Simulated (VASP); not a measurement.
# Sr (Fm-3m) in VASP: further runs, part 2 of 2

VASP 6.6.1.

## (4) Relaxation of cell and atoms, PBE

File INCAR:

```
ALGO     = Normal         # electronic algorithm
EDIFF    = 1E-7           # SCF threshold, eV
EDIFFG   = -0.005         # ionic threshold
ENCUT    = 600            # plane-wave cutoff, eV
GGA      = PE             # functional
IBRION   = 2              # ionic algorithm
ISIF     = 3              # what is computed and relaxed
ISMEAR   = 0              # smearing method
LASPH    = True           # aspherical terms in the spheres
LCHARG   = False          # write CHGCAR
LREAL    = False          # projectors in reciprocal space
LWAVE    = False          # write WAVECAR
NELM     = 80             # most SCF steps
NSW      = 90             # ionic steps
PREC     = Accurate       # precision mode
SIGMA    = 0.1            # smearing width, eV
```

File KPOINTS:

```
k-points
0
Gamma
  12 12 12
```

File POSCAR:

```
Sr
1.0
    0.0000000000      3.0336031300      3.0336031300
    3.0336031300      0.0000000000      3.0336031300
    3.0336031300      3.0336031300      0.0000000000
Sr
1
Direct
    0.0000000000      0.0000000000      0.0000000000
```

Potentials or basis: VASP PAW PBE potentials, release 64 (Sr_sv).

Started as:

```
$ cat potpaw_PBE.64/Sr_sv/POTCAR > POTCAR
$ mpirun -np 1 vasp_std > vasp.out
```

OUTCAR:

```text
EDIFF = 1E-7
   EDIFFG = -0.005
   ENCUT = 600
   GGA = PE
   IBRION = 2
   ISIF = 3
   ISMEAR = 0
   LASPH = True
   LREAL = False
   NELM = 80
   NSW = 90
   PREC = Accurate

 ion  position               nearest neighbor table
   1  0.000  0.000  0.000-

  LATTYP: Found a face centered cubic cell.
 ALAT       =     6.0672062600

  Lattice vectors:

 A1 = (   0.0000000000,   3.0336031300,   3.0336031300)
 A2 = (   3.0336031300,   0.0000000000,   3.0336031300)
 A3 = (   3.0336031300,   3.0336031300,   0.0000000000)

Analysis of symmetry for initial positions (statically):
=====================================================================
 Subroutine PRICEL returns:
 Original cell was already a primitive cell.

 Routine SETGRP: Setting up the symmetry group for a
[... 249 lines left out ...]

 E-fermi :   1.5950     XC(G=0):  -7.3601

 val. band max:        1.5868084382   @ k =  -0.3333   0.3333   0.1667
 cond. band min:       1.6041118665   @ k =  -0.4167   0.2500   0.0000
 fundamental gap:      0.0173034282
 Fermi energy:         1.5950053938

 k-point     1 :       0.0000    0.0000    0.0000
  band No.  band energies     occupation
      1     -35.0158      2.00000
      2     -16.9032      2.00000
      3     -16.9032      2.00000
      4     -16.9032      2.00000
      5      -2.0546      2.00000
      6       3.9433      0.00000
      7       3.9433      0.00000
      8       3.9433      0.00000
      9       5.4146      0.00000
[... 265 lines left out ...]
 k-point    24 :      -0.4167    0.1667    0.0000
  band No.  band energies     occupation
      1     -35.0003      2.00000
      2     -17.0826      2.00000
      3     -16.9661      2.00000
      4     -16.9376      2.00000
      5       0.8275      2.00000
      6       1.6871      0.19284
      7       3.1903      0.00000
      8       4.1083      0.00000
      9       6.1571      0.00000

 [... further k-points ...]
[... 5 lines left out ...]
  --------------------------------------------------------------------------------------
  -------------------------------------------------------------------------------------
  Total       -0.0016251     -0.0016251     -0.0016251     -0.0000000      0.0000000     -0.0000000
  in kB       -0.0475087     -0.0475087     -0.0475087     -0.0000000      0.0000000     -0.0000000
  external PRESSURE =      -0.0475087 kB  Pullay stress =       0.0000000 kB
[... 16 lines left out ...]
  FREE ENERGIE OF THE ION-ELECTRON SYSTEM (eV)
  ---------------------------------------------------
  free  energy   TOTEN  =        -1.6401217684 eV

  energy  without entropy=       -1.6326483936  energy(sigma->0) =       -1.63638508

 reached required accuracy - stopping structural energy minimisation
```

OSZICAR:

```text
N       E                     dE             d eps       ncg     rms          rms(c)
DAV:   1     0.391420259665E+02    0.39142E+02   -0.52480E+03  1296   0.107E+03
DAV:   2     0.100313479262E+00   -0.39042E+02   -0.38718E+02  1448   0.175E+02
DAV:   3    -0.158648610892E+01   -0.16868E+01   -0.16784E+01  1981   0.282E+01
[... 29 lines left out ...]
DAV:   6    -0.164012212345E+01    0.13729E-05   -0.34687E-06  1894   0.138E-02    0.136E-02
DAV:   7    -0.164012216701E+01   -0.43562E-07   -0.11422E-06  2302   0.111E-02    0.270E-03
DAV:   8    -0.164012198008E+01    0.18693E-06   -0.44480E-07  1766   0.350E-03    0.173E-03
DAV:   9    -0.164012181797E+01    0.16211E-06   -0.36121E-08   695   0.171E-03    0.328E-04
DAV:  10    -0.164012176843E+01    0.49539E-07   -0.14840E-08   675   0.101E-03
   3 F= -.16401218E+01 E0= -.16363851E+01  d E =-.708676E-03
```

CONTCAR:

```text
Sr
   1.00000000000000
    -0.0000000000000000    3.0148188658935906    3.0148188658935906
     3.0148188658935906   -0.0000000000000000    3.0148188658935906
     3.0148188658935906    3.0148188658935906    0.0000000000000000
  Sr
     1
Direct
     0.0000000000000000    0.0000000000000000    0.0000000000000000

  0.00000000E+00  0.00000000E+00  0.00000000E+00
```

Run time: 74 s. Hardware: 1 thread of Intel Xeon Platinum 8488C (Sapphire Rapids), shared host; peak memory 0.22 GiB.

Results:

```yaml
Free_energy: -1.6401 eV
Relaxed_volume: 54.80 Å³/atom
Relaxed_cell: a = 4.264 Å, b = 4.264 Å, c = 4.264 Å, α = 60.00°, β = 60.00°, γ = 60.00°
Space_group_after_relaxing_to_0.05_Å: Fm-3m (No. 225)
Energy_gained_by_relaxing: 0.7 meV/atom
Ionic_steps: 3
Pressure_after_relaxing: 0.0 GPa
Band_gap_on_the_k_mesh: none (metal or under the smearing width)
```

The path:
```tsv
step	energy change (eV)	largest force (eV/Å)	pressure (GPa)	volume (Å³)
1	0.0000	0.0000	-0.21	55.83
2	-0.0006	0.0000	-0.09	55.24
3	-0.0007	0.0000	0.00	54.80
```

Final structure:
```cif
data_structure
_symmetry_space_group_name_H-M 'P 1'
_symmetry_Int_Tables_number 1
_cell_length_a 4.2636
_cell_length_b 4.2636
_cell_length_c 4.2636
_cell_angle_alpha 60.000
_cell_angle_beta 60.000
_cell_angle_gamma 60.000
_cell_volume 54.80
loop_
_atom_site_label
_atom_site_type_symbol
_atom_site_fract_x
_atom_site_fract_y
_atom_site_fract_z
_atom_site_occupancy
Sr1 Sr 0.00000 0.00000 0.00000 1
```

Levels at points of the mesh, in eV from the Fermi level:
```tsv
k point	band 2	band 3	band 4	band 5	band 6	band 7	band 8	band 9
(0.00, 0.00, 0.00)	-18.50	-18.50	-18.50	-3.65	2.35	2.35	2.35	3.82
(0.50, 0.00, 0.00)	-18.70	-18.53	-18.53	-1.12	0.07	2.19	2.19	4.86
(0.50, 0.50, 0.00)	-18.68	-18.57	-18.57	-0.64	0.34	1.06	4.87	5.17
```

## (5) Relaxation of cell and atoms, PBE+D3(BJ)

INCAR, as its differences from that of step 4:

```diff
@@ -8,2 +8,3 @@
 ISMEAR   = 0              # smearing method
+IVDW     = 12             # dispersion correction
 LASPH    = True           # aspherical terms in the spheres
```

KPOINTS is that of step 4.

POSCAR is that of step 4.

Potentials or basis: VASP PAW PBE potentials, release 64 (Sr_sv).

Started as:

```
$ cat potpaw_PBE.64/Sr_sv/POTCAR > POTCAR
$ mpirun -np 1 vasp_std > vasp.out
```

OUTCAR:

```text
EDIFF = 1E-7
   EDIFFG = -0.005
   ENCUT = 600
   GGA = PE
   IBRION = 2
   ISIF = 3
   ISMEAR = 0
   IVDW = 12
   LASPH = True
   LREAL = False
   NELM = 80
   NSW = 90
   PREC = Accurate
 IVDW          = 12

 ion  position               nearest neighbor table
   1  0.000  0.000  0.000-

  LATTYP: Found a face centered cubic cell.
 ALAT       =     6.0672062600

  Lattice vectors:

 A1 = (   0.0000000000,   3.0336031300,   3.0336031300)
 A2 = (   3.0336031300,   0.0000000000,   3.0336031300)
 A3 = (   3.0336031300,   3.0336031300,   0.0000000000)

Analysis of symmetry for initial positions (statically):
=====================================================================
 Subroutine PRICEL returns:
 Original cell was already a primitive cell.

 Routine SETGRP: Setting up the symmetry group for a
 face centered cubic supercell.

 Subroutine GETGRP returns: Found 48 space group operations
 (whereof 48 operations were pure point group operations)
 out of a pool of 48 trial point group operations.

The static configuration has the point symmetry O_h .

Analysis of symmetry for dynamics (positions and initial velocities):
=====================================================================
 Subroutine PRICEL returns:
 Original cell was already a primitive cell.

 Routine SETGRP: Setting up the symmetry group for a
 face centered cubic supercell.

 Subroutine GETGRP returns: Found 48 space group operations
 (whereof 48 operations were pure point group operations)
 out of a pool of 48 trial point group operations.

The dynamic configuration has the point symmetry O_h .

 Subroutine INISYM returns: Found 48 space group operations
 (whereof 48 operations are pure point group operations),
 and found     1 'primitive' translations

----------------------------------------------------------------------------------------

                                     Primitive cell

  volume of cell :      55.8350

  direct lattice vectors                    reciprocal lattice vectors
[... 99 lines left out ...]
   EFERMI =   0.00;   METHOD = LEGACY
   ISMEAR =     0;   SIGMA  =   0.10  broadening in eV -4-tet -1-fermi 0-gaus
   EFERMI_NEDOS =   21; number of points for ismear=-14 and -15
   IALGO  =     38    algorithm
   IMIX   =      4    mixing-type and parameters
     AMIX     =   0.40;   BMIX     =  1.00
     AMIX_MAG =   1.60;   BMIX_MAG =  1.00
  volume/ion in A,a.u.               =      55.83       376.79
  Fermi-wavevector in a.u.,A,eV,Ry     =   0.922797  1.743833 11.586094  0.851554
  Thomas-Fermi vector in A             =   2.048363
   LORBIT       =      0    0 simple, 1 ext, 2 COOP (PROOUT), +10 PAW based schemes
   GGA     = PE    functional components
   LHFCALC =     F    Hartree Fock is set to
   AEXX    =    0.0000 exact exchange contribution
   IVDW    =    12    specifies the selected vdW correction
   LEPSILON=     F    determine dielectric tensor
   LRPA    =     F    only Hartree local field effects (RPA)
 conjugate gradient relaxation of ions
 non-spin polarized calculation
 Gauss-broadening in eV      SIGMA  =   0.10
  energy-cutoff  :      600.00
  volume of cell :       55.83
 maximum number of plane-waves:      1892
 NGX is ok and might be reduce to    36
   NGX = 17   NGY = 17   NGZ = 17

--------------------------------------- Ionic step        1  -------------------------------------------

 number of electron      10.0000000 magnetization

 Free energy of the ion-electron system (eV)
  ---------------------------------------------------
  ext. energy  EPLUGINS =         0.00000000
  ---------------------------------------------------
  free energy    TOTEN  =        -1.63941309 eV

  energy without entropy =       -1.63144768  energy(sigma->0) =       -1.63543039

------------------------ aborting loop because EDIFF is reached ----------------------------------------

 Edisp (eV)   -0.19254

 E8    (eV) :    -0.1054
[... 108 lines left out ...]
--------------------------------------- Ionic step        4  -------------------------------------------

 number of electron      10.0000000 magnetization

 Free energy of the ion-electron system (eV)
  ---------------------------------------------------
  ext. energy  EPLUGINS =         0.00000000
  ---------------------------------------------------
  free energy    TOTEN  =        -1.63524393 eV

  energy without entropy =       -1.62919185  energy(sigma->0) =       -1.63221789

 E-fermi :   1.7762     XC(G=0):  -7.5115

 val. band max:        1.7081424102   @ k =  -0.3333   0.4167   0.1667
 cond. band min:       1.7772109603   @ k =  -0.3333   0.3333   0.1667
 fundamental gap:      0.0690685500
 Fermi energy:         1.7761634840

 k-point     1 :       0.0000    0.0000    0.0000
  band No.  band energies     occupation
      1     -34.7469      2.00000
      2     -16.6247      2.00000
      3     -16.6247      2.00000
      4     -16.6247      2.00000
      5      -1.9560      2.00000
      6       4.1700      0.00000
      7       4.1700      0.00000
      8       4.1700      0.00000
      9       5.7220      0.00000
[... 265 lines left out ...]
 k-point    24 :      -0.4167    0.1667    0.0000
  band No.  band energies     occupation
      1     -34.7273      2.00000
      2     -16.8388      2.00000
      3     -16.6995      2.00000
      4     -16.6654      2.00000
      5       0.9972      2.00000
      6       1.8976      0.08596
      7       3.3879      0.00000
      8       4.3438      0.00000
      9       6.5056      0.00000

 [... further k-points ...]

------------------------ aborting loop because EDIFF is reached ----------------------------------------

 Edisp (eV)   -0.20576

 E8    (eV) :    -0.1125
[... 24 lines left out ...]
  FREE ENERGIE OF THE ION-ELECTRON SYSTEM (eV)
  ---------------------------------------------------
  free  energy   TOTEN  =        -1.8410085939 eV

  energy  without entropy=       -1.8349565220  energy(sigma->0) =       -1.83798256

 reached required accuracy - stopping structural energy minimisation
```

Run time: 92 s. Hardware: 1 thread of Intel Xeon Platinum 8488C (Sapphire Rapids), shared host; peak memory 0.24 GiB.

Results:

```
Free energy                            : -1.8410 eV
Relaxed volume                         : 52.16 Å³/atom
Relaxed cell                           : a = 4.194 Å, b = 4.194 Å, c = 4.194 Å, α = 60.00°, β = 60.00°, γ = 60.00°
Space group after relaxing (to 0.05 Å) : Fm-3m (No. 225)
Energy gained by relaxing              : 9.1 meV/atom
Ionic steps                            : 4
Pressure after relaxing                : 0.0 GPa
Band gap on the k mesh                 : none (metal or under the smearing width)
Dispersion energy per atom             : -0.206 eV
```

Step by step:
| step | energy change (eV) | largest force (eV/Å) | pressure (GPa) | volume (Å³) |
| --- | --- | --- | --- | --- |
| 1 | 0.0000 | 0.0000 | -0.75 | 55.83 |
| 2 | -0.0072 | 0.0000 | -0.35 | 53.75 |
| 3 | -0.0090 | 0.0000 | -0.03 | 52.30 |
| 4 | -0.0091 | 0.0000 | 0.00 | 52.16 |

Final structure:
```
Sr
1.0
     0.00000    2.96549    2.96549
     2.96549    0.00000    2.96549
     2.96549    2.96549    0.00000
Sr
1
Direct
  0.00000 0.00000 0.00000
```

Caveat: pairwise dispersion overbinds metals, which lowers pressure and volume.

## (6) Relaxation of cell and atoms, PBEsol

INCAR, as its differences from that of step 5:

```diff
@@ -3,4 +3,4 @@
 EDIFFG   = -0.005         # ionic threshold
-ENCUT    = 600            # plane-wave cutoff, eV
-GGA      = PE             # functional
+ENCUT    = 300            # plane-wave cutoff, eV
+GGA      = PS             # functional
 IBRION   = 2              # ionic algorithm
@@ -8,3 +8,2 @@
 ISMEAR   = 0              # smearing method
-IVDW     = 12             # dispersion correction
 LASPH    = True           # aspherical terms in the spheres
```

KPOINTS is that of step 5.

POSCAR is that of step 5.

Potentials or basis: VASP PAW PBE potentials, release 64 (Sr_sv).

Started as:

```
$ cat potpaw_PBE.64/Sr_sv/POTCAR > POTCAR
$ mpirun -np 1 vasp_std > vasp.out
```

OUTCAR:

```text
EDIFF = 1E-7
   EDIFFG = -0.005
   ENCUT = 300
   GGA = PS
   IBRION = 2
   ISIF = 3
   ISMEAR = 0
   LASPH = True
   LREAL = False
   NELM = 80
   NSW = 90
   PREC = Accurate

 ion  position               nearest neighbor table
   1  0.000  0.000  0.000-

  LATTYP: Found a face centered cubic cell.
 ALAT       =     6.0672062600

  Lattice vectors:

 A1 = (   0.0000000000,   3.0336031300,   3.0336031300)
 A2 = (   3.0336031300,   0.0000000000,   3.0336031300)
 A3 = (   3.0336031300,   3.0336031300,   0.0000000000)

Analysis of symmetry for initial positions (statically):
=====================================================================
 Subroutine PRICEL returns:
 Original cell was already a primitive cell.

 Routine SETGRP: Setting up the symmetry group for a
[... 283 lines left out ...]

 E-fermi :   1.7159     XC(G=0):  -7.6218

 val. band max:        1.7016193740   @ k =  -0.3333   0.3333   0.1667
 cond. band min:       1.7356062490   @ k =  -0.3333   0.3333   0.1667
 fundamental gap:      0.0339868750
 Fermi energy:         1.7158872156

 k-point     1 :       0.0000    0.0000    0.0000
  band No.  band energies     occupation
      1     -34.7144      2.00000
      2     -16.6025      2.00000
      3     -16.6025      2.00000
      4     -16.6025      2.00000
      5      -2.0477      2.00000
      6       4.1021      0.00000
      7       4.1021      0.00000
      8       4.1021      0.00000
      9       5.6774      0.00000
[... 265 lines left out ...]
 k-point    24 :      -0.4167    0.1667    0.0000
  band No.  band energies     occupation
      1     -34.6937      2.00000
      2     -16.8262      2.00000
      3     -16.6806      2.00000
      4     -16.6449      2.00000
      5       0.9150      2.00000
      6       1.8469      0.06384
      7       3.3208      0.00000
      8       4.2833      0.00000
      9       6.4729      0.00000

 [... further k-points ...]
[... 5 lines left out ...]
  --------------------------------------------------------------------------------------
  -------------------------------------------------------------------------------------
  Total        0.0009556      0.0009556      0.0009556      0.0000000      0.0000000      0.0000000
  in kB        0.0295847      0.0295847      0.0295847      0.0000000      0.0000000      0.0000000
  external PRESSURE =       0.0295847 kB  Pullay stress =       0.0000000 kB
[... 16 lines left out ...]
  FREE ENERGIE OF THE ION-ELECTRON SYSTEM (eV)
  ---------------------------------------------------
  free  energy   TOTEN  =        -1.8460348268 eV

  energy  without entropy=       -1.8403432482  energy(sigma->0) =       -1.84318904

 reached required accuracy - stopping structural energy minimisation
```

Wall time 28 s (1 thread of Intel Xeon Platinum 8488C (Sapphire Rapids), shared host); peak memory 0.15 GiB.

What came out:

```yaml
Free_energy: -1.8460 eV
Relaxed_volume: 51.75 Å³/atom
Relaxed_cell: a = 4.183 Å, b = 4.183 Å, c = 4.183 Å, α = 60.00°, β = 60.00°, γ = 60.00°
Space_group_after_relaxing_to_0.05_Å: Fm-3m (No. 225)
Energy_gained_by_relaxing: 11.6 meV/atom
Ionic_steps: 4
Pressure_after_relaxing: 0.0 GPa
Band_gap_on_the_k_mesh: none (metal or under the smearing width)
```

Step by step:
```tsv
step	energy change (eV)	largest force (eV/Å)	pressure (GPa)	volume (Å³)
1	0.0000	0.0000	-0.86	55.83
2	-0.0094	0.0000	-0.40	53.45
3	-0.0116	0.0000	-0.02	51.85
4	-0.0116	0.0000	0.00	51.75
```

Final structure:
```cif
data_structure
_symmetry_space_group_name_H-M 'P 1'
_symmetry_Int_Tables_number 1
_cell_length_a 4.1830
_cell_length_b 4.1830
_cell_length_c 4.1830
_cell_angle_alpha 60.000
_cell_angle_beta 60.000
_cell_angle_gamma 60.000
_cell_volume 51.75
loop_
_atom_site_label
_atom_site_type_symbol
_atom_site_fract_x
_atom_site_fract_y
_atom_site_fract_z
_atom_site_occupancy
Sr1 Sr 0.00000 0.00000 0.00000 1
```

Levels at points of the mesh, in eV from the Fermi level:
| k point | band 3 | band 4 | band 5 | band 6 | band 7 | band 8 |
| --- | --- | --- | --- | --- | --- | --- |
| (0.00, 0.00, 0.00) | -18.32 | -18.32 | -3.76 | 2.39 | 2.39 | 2.39 |
| (0.50, 0.00, 0.00) | -18.35 | -18.35 | -1.18 | 0.15 | 2.22 | 2.22 |
| (0.50, 0.50, 0.00) | -18.41 | -18.41 | -0.72 | 0.27 | 1.18 | 5.10 |

Caveat: the PAW data sets were made with another functional, which shifts forces and pressure a little.

## (7) The runs side by side

```csv
level,potentials or basis,cutoff (eV),gap on the mesh (eV),pressure (GPa),relaxed volume (Å³/atom)
PBEsol,"VASP PAW PBE potentials, release 64 (Sr_sv)",600,none,0.0,51.91
LDA,"VASP PAW LDA potentials, release 64 (Sr_sv)",600,0.05,0.0,48.62
PBE,"VASP PAW PBE potentials, release 64 (Sr_sv)",600,none,0.0,54.80
PBE+D3(BJ),"VASP PAW PBE potentials, release 64 (Sr_sv)",600,none,0.0,52.16
PBEsol,"VASP PAW PBE potentials, release 64 (Sr_sv)",300,none,0.0,51.75
```

Alike in all rows: task relaxation of cell and atoms; no spin polarisation; cell relaxed; k mesh 12 × 12 × 12; smearing gaussian 0.1 eV.

Caveats: the PAW data sets were made with another functional, which shifts forces and pressure a little (some runs); pairwise dispersion overbinds metals, which lowers pressure and volume (some runs).

Total energies depend on the potentials used, so only differences within one code and one set of settings carry meaning.
